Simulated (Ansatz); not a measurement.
Pb in Ansatz: the effect of functional

The system is Pb.

```
Pb
1.0
     3.05873   -1.76191    0.00000
     3.05873    1.76191    0.00000
    -2.12947    0.00000    6.13559
Pb
2
Direct
  0.90851 0.90851 0.72629
  0.09149 0.09149 0.27371
```

This isn't the form of Pb at room conditions, which is fcc.

The cell isn't the ideal one: volume scaled by 1.02.

Alike in all runs:

* Program: Ansatz 0.2.0
* Task: single point
* Potentials or basis: Ansatz PAW
* k mesh: 9 × 9 × 5
* Occupations: fermi-dirac, width 0.05 eV
* Spin: no spin polarisation

**Question.** One run gave: pressure -1.1 GPa; largest force 0.19 eV/Å. Which functional did it use?
A. PBEsol
B. LDA
C. r2SCAN

**Answer.** C.

```tsv
functional	cutoff	pressure (GPa)	largest force (eV/Å)
LDA	420 eV (not typed: the program's choice for these potentials)	-3.8	0.21
PBEsol	420 eV (not typed: the program's choice for these potentials)	-2.5	0.17
r2SCAN	500 eV (not typed: the program's choice for these potentials)	-1.1	0.19
```

Caveats: the PAW data sets come from PBE, with cores solved anew for the run's functional, which leaves a small shift of forces and pressure.

Runs at the PBE level aren't shown here.
